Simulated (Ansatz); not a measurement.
## Zone-centre phonons of HfS₂ at 40 GPa: input and output

Theory: Ansatz 0.2.0, DFT PBEsol, scalar-relativistic, plane waves, PAW.

Launched with:
```bash
ansatz run input.yaml --threads 1 --pin off --max-ram 3072MiB --backend cpu --events-out ev --progress --plain --runs-dir out
```

Input (bare energies are in eV):
```yaml
crystal:
  lattice:
    - [3.1656389401, 0.0, 0.0]
    - [-1.5828194701, 2.7415237414, 0.0]
    - [0.0, 0.0, 5.0328589453]
  atoms:
    - { symbol: Hf, position: [0.0, 0.0, 0.0] }
    - { symbol: S, position: [0.6666666667, 0.3333333333, 0.6908941493] }
    - { symbol: S, position: [0.3333333333, 0.6666666667, 0.3091058507] }
basis:
  ecutwfc: 420
kpoints:
  mp_grid: { grid: [18, 18, 8] }
hamiltonian:
  xc: pbesol
scf:
  occupations: { method: fermi_dirac, width: 0.15 }
output:
  eigenvalues: true
phonons:
  method: dfpt
  eigenvectors: true
```

Results section of the output:
```
--- Phonons (Γ-DFPT): 4 representative perturbations + reference, on 695 of 2592 k-points (Σ response iterations 13) ---
  k mesh reduced under 2 symmetry operations, with k and −k counted as one. Each operation leaves every solved perturbation unchanged. A smaller set is not used because it would not reduce the number of displacements ...
  ASR residual: 3.180e-4 → 0.000e0 eV/Å²; symmetrization residual: 1.108e-5 eV/Å²
  ASR residual per site (eV/Å²): 3.18e-4 4.69e-5 4.69e-5
  Γ frequencies (cm⁻¹): 0.00 0.00 0.00 232.52 232.52 284.26 284.26 410.97 459.30
  non-analytic LO–TO correction: not included (Born effective charges unavailable; polar crystals: no LO–TO splitting at Γ)
```

Time: 5.6 min on 1 thread of Intel(R) Xeon(R) Platinum 8259CL CPU @ 2.50GHz (Skylake/Cascade Lake) (shared host), peak memory 2.1 GiB.

In a metal, frequencies and elastic constants depend on the k mesh and the smearing, soft modes and shear constants most. Spin–orbit coupling is left out, which matters for heavy elements. Other phases may be more stable at this pressure. A semilocal functional can close a gap that the real compound has.